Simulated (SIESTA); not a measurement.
Runs of SIESTA 5.4.2 on BaTiO3. It takes space group Pm-3m (No. 221, cubic). The conventional cell has a = 4.006 Å, b = 4.006 Å, c = 4.006 Å, α = 90.00°, β = 90.00°, γ = 90.00°. Ba (site symmetry m-3m) has 12 O at 2.83 Å as nearest neighbours. Around Ti (site symmetry m-3m) lie 6 O at 2.00 Å. Around O (site symmetry 4/mmm) lie 2 Ti at 2.00 Å. 

```tsv
task	level	potentials or basis	cell	k mesh	wannier functions	bands left out below	wannier mesh	gap on the mesh (eV)	pressure (GPa)
Wannier functions	PBE	PseudoDojo 0.4 standard (PBE files), SZP (energy shift 0.003 Ry; d shell added on Ba)	cell strained at random at fixed volume	5 × 5 × 5	20	0	4 × 4 × 4	1.12	6.0
band structure	BLYP	PseudoDojo 0.4 standard (PBE files), DZP (energy shift 0.003 Ry; two zetas on semicore shells; d shell added on Ba)	as given	7 × 7 × 7	-	-	-	1.79	(b)
band structure	AM05	PseudoDojo 0.4 standard (PBEsol files), DZP (energy shift 0.003 Ry; two zetas on semicore shells; d shell added on Ba)	as given	7 × 7 × 7	-	-	-	1.71	(a)
band structure	vdW-DF-cx	PseudoDojo 0.4 standard (PBE files), DZP (energy shift 0.003 Ry; two zetas on semicore shells; d shell added on Ba)	as given	7 × 7 × 7	-	-	-	1.75	(c)
band structure	LDA	PseudoDojo 0.4 standard (LDA files), DZP (energy shift 0.003 Ry; two zetas on semicore shells; d shell added on Ba)	as given	7 × 7 × 7	-	-	-	1.68	-7.1
```

Alike in all rows: no spin polarisation; smearing fermi-dirac 0.05 eV; grid cutoff 800 Ry; energy shift 0.003 Ry.

**Question.** Fill in the values left out.

**Answer.** (a) -1.7; (b) 9.9; (c) -1.1.

Caveats: this set's barium file shifts pressures by up to 1 GPa against other sets; spin-orbit coupling is left out, which moves the levels of the heavy elements; the basis of atomic orbitals isn't converged, which shifts pressures, moduli and gaps; the potentials were made for another functional, which shifts forces and pressure (some runs); an odd mesh through Γ misses points on the zone boundary, where band edges often lie (some runs).

A k mesh can miss the band edges, and the runs leave out spin-orbit coupling on Ba.
